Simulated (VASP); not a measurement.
# Sn (I4_1/amd) in VASP: a series of runs, part 2 of 2

VASP 6.6.1. Earlier steps stand in the parts before.

### 4 Relaxation of cell and atoms, LDA

The input, INCAR:

```
SYSTEM = Sn
ALGO     = Normal         ! electronic algorithm
EDIFF    = 1E-6           ! SCF threshold, eV
EDIFFG   = -0.01          ! ionic threshold
ENCUT    = 600            ! plane-wave cutoff, eV
IBRION   = 2              ! ionic algorithm
ISIF     = 3              ! what is computed and relaxed
ISMEAR   = -1             ! smearing method
LASPH    = .True.         ! aspherical terms in the spheres
LCHARG   = .False.        ! write CHGCAR
LREAL    = .False.        ! projectors in reciprocal space
LWAVE    = .False.        ! write WAVECAR
NELM     = 80             ! most SCF steps
NSW      = 40             ! ionic steps
PREC     = Accurate       ! precision mode
SIGMA    = 0.05           ! smearing width, eV
```

The input, KPOINTS:

```
k-points
0
Gamma
  8 8 8
  0 0 0
```

The input, POSCAR:

```
Sn
1.0
   -2.9401404553      2.9401404553      1.5993019889
    2.9401404553     -2.9401404553      1.5993019889
    2.9401404553      2.9401404553     -1.5993019889
Sn
2
Direct
    0.0000000000      0.0000000000      0.0000000000
    0.7500000000      0.2500000000      0.5000000000
```

Potentials or basis: VASP PAW LDA potentials, release 64 (Sn_d).

Started as:

```
$ cat potpaw_LDA.64/Sn_d/POTCAR > POTCAR
$ mpirun -np 1 vasp_std > vasp.out
```

Run time: 3.3 min. Hardware: 1 thread of Intel Xeon Platinum 8488C (Sapphire Rapids), shared host; peak memory 0.21 GiB.

The run converged. Its results:

- Free energy: -8.9722 eV
- Relaxed volume: 26.25 Å³/atom
- Relaxed cell: a = 4.356 Å, b = 4.356 Å, c = 4.356 Å, α = 97.74°, β = 97.74°, γ = 136.95°
- Space group after relaxing (to 0.05 Å): I4_1/amd (No. 141)
- Energy gained by relaxing: 15.4 meV/atom
- Ionic steps: 9
- Pressure after relaxing: 0.0 GPa
- Band gap on the k mesh: none (metal or under the smearing width)

Step by step:
| step | energy change (eV) | largest force (eV/Å) | pressure (GPa) | volume (Å³) |
| --- | --- | --- | --- | --- |
| 1 | 0.0000 | 0.0000 | -2.75 | 55.30 |
| 2 | -0.0265 | 0.0000 | 1.02 | 51.59 |
| 3 | -0.0286 | 0.0000 | 0.13 | 52.33 |
| 4 | -0.0303 | 0.0000 | 0.16 | 52.34 |
| 5 | -0.0306 | 0.0000 | 0.16 | 52.35 |
| 6 | -0.0306 | 0.0000 | 0.17 | 52.35 |
| 7 | -0.0306 | 0.0000 | 0.16 | 52.36 |
| 8 | -0.0307 | 0.0000 | -0.08 | 52.57 |
| 9 | -0.0307 | 0.0000 | 0.02 | 52.50 |

Final structure:
```
CELL_PARAMETERS angstrom
-2.86546 2.86546 1.59841
2.86546 -2.86546 1.59841
2.86546 2.86546 -1.59841
ATOMIC_POSITIONS crystal
Sn 0.00000 0.00000 0.00000
Sn 0.75000 0.25000 0.50000
```

Levels at points of the mesh, in eV from the Fermi level:
```tsv
k point	band 12	band 13	band 14	band 15	band 16	band 17
(0.00, 0.00, 0.00)	-3.33	-1.92	-1.92	3.16	6.57	6.57
(0.50, 0.00, 0.00)	-5.56	-2.25	-1.64	-1.25	2.30	2.97
(0.50, 0.50, 0.00)	-9.00	0.76	0.76	1.87	1.87	5.79
(0.50, 0.50, 0.50)	-7.53	-4.90	-4.90	4.75	4.75	9.97
```

### 5 Relaxation of cell and atoms, RPBE

The input, run.py:

```python
from ase.calculators.vasp import Vasp
from ase.io import read

atoms = read('Sn.xyz')
calc = Vasp(
    directory='calc',
    xc='rpbe',
    pp='PBE',
    setups='recommended',
    prec='Accurate',
    encut=600,
    ediff=1e-07,
    ismear=-1,
    sigma=0.02,
    lreal=False,
    lasph=True,
    nelm=60,
    algo='Normal',
    isif=3,
    lwave=False,
    lcharg=False,
    ibrion=2,
    nsw=40,
    ediffg=-0.005,
    kpts=[9, 9, 9],
    gamma=True,
)
atoms.calc = calc

print('energy (eV):', atoms.get_potential_energy())
print('free energy (eV):', atoms.get_potential_energy(force_consistent=True))
print('forces (eV/A):')
print(atoms.get_forces())
print('stress (eV/A^3, Voigt):', atoms.get_stress())
print('Fermi level (eV):', calc.get_fermi_level())
print('cell (A, degrees):', atoms.cell.cellpar())
print('volume (A^3):', atoms.get_volume())
print('scaled positions:')
print(atoms.get_scaled_positions())
```

The input, Sn.xyz:

```xyz
2
Lattice="-2.9401404553 2.9401404553 1.5993019889 2.9401404553 -2.9401404553 1.5993019889 2.9401404553 2.9401404553 -1.5993019889" Properties=species:S:1:pos:R:3 pbc="T T T"
Sn     0.0000000000      0.0000000000      0.0000000000
Sn     0.0000000000      2.9401404553      0.7996509944
```

Potentials or basis: VASP PAW PBE potentials, release 64 (Sn_d).

Started as:

```
$ python run.py
```

Wall time 3 min (1 thread of Intel Xeon Platinum 8488C (Sapphire Rapids), shared host); peak memory 0.26 GiB.

The run converged. Its results:

- Free energy: -6.8662 eV
- Relaxed volume: 29.28 Å³/atom
- Relaxed cell: a = 4.543 Å, b = 4.543 Å, c = 4.543 Å, α = 97.38°, β = 97.38°, γ = 137.99°
- Space group after relaxing (to 0.05 Å): I4_1/amd (No. 141)
- Energy gained by relaxing: 14.0 meV/atom
- Ionic steps: 3
- Pressure after relaxing: 0.0 GPa
- Band gap on the k mesh: none (metal or under the smearing width)

Step by step:
```
step  energy change (eV)  largest force (eV/Å)  pressure (GPa)  volume (Å³)
   1              0.0000                0.0000            2.86        55.30
   2             -0.0266                0.0000           -0.57        59.34
   3             -0.0280                0.0000            0.00        58.57
```

Final structure:
```cif
data_structure
_symmetry_space_group_name_H-M 'P 1'
_symmetry_Int_Tables_number 1
_cell_length_a 4.5427
_cell_length_b 4.5427
_cell_length_c 4.5427
_cell_angle_alpha 97.382
_cell_angle_beta 97.382
_cell_angle_gamma 137.991
_cell_volume 58.57
loop_
_atom_site_label
_atom_site_type_symbol
_atom_site_fract_x
_atom_site_fract_y
_atom_site_fract_z
_atom_site_occupancy
Sn1 Sn 0.00000 0.00000 0.00000 1
Sn2 Sn 0.75000 0.25000 0.50000 1
```

Levels at points of the mesh, in eV from the Fermi level:
```
           k point  band 10  band 11  band 12  band 13  band 14  band 15  band 16  band 17  band 18
(0.00, 0.00, 0.00)   -21.26   -10.59    -3.85    -1.81    -1.81     3.03     5.83     5.83     6.40
```

Caveat: the PAW data sets were made with another functional, which shifts forces and pressure a little.

### 6 The reference run

An earlier run on the cell as given: functional PBE; potentials or basis VASP PAW PBE potentials, release 64 (Sn_d); cutoff 520 eV; k mesh 9 × 9 × 9; occupations fermi-dirac, width 0.05 eV; no spin polarisation.

* Pressure: 1.3 GPa
* Band gap on the k mesh: none (metal or under the smearing width)

### 7 Summary

| task | level | potentials or basis | cell | k mesh | cutoff (eV) | smearing | ladder | optimiser | gap on the mesh (eV) | pressure (GPa) | relaxed volume (Å³/atom) |
| --- | --- | --- | --- | --- | --- | --- | --- | --- | --- | --- | --- |
| relaxation of cell and atoms | PBEsol | VASP PAW PBE potentials, release 64 (Sn_d) | relaxed | 8 × 8 × 8 | 600 | fermi-dirac 0.05 eV | gaps | - | none | 0.0 | 26.93 |
| relaxation of cell and atoms | PBE+D3(BJ) | VASP PAW PBE potentials, release 64 (Sn_d) | relaxed | 8 × 8 × 8 | 600 | fermi-dirac 0.05 eV | gaps | - | none | 0.0 | 27.26 |
| relaxation of cell and atoms | LDA | VASP PAW LDA potentials, release 64 (Sn_d) | relaxed | 8 × 8 × 8 | 600 | fermi-dirac 0.05 eV | gaps | - | none | 0.0 | 26.25 |
| relaxation of cell and atoms | RPBE | VASP PAW PBE potentials, release 64 (Sn_d) | relaxed | 9 × 9 × 9 | 600 | fermi-dirac 0.02 eV | - | vasp | none | 0.0 | 29.28 |
| single point | PBE | VASP PAW PBE potentials, release 64 (Sn_d) | as given | 9 × 9 × 9 | 520 | fermi-dirac 0.05 eV | - | - | none | 1.3 | - |

Alike in all rows: no spin polarisation.

Caveats: the PAW data sets were made with another functional, which shifts forces and pressure a little (some runs); pairwise dispersion overbinds metals, which lowers pressure and volume (some runs).

Absolute energies hang on the potentials; compare differences alone.
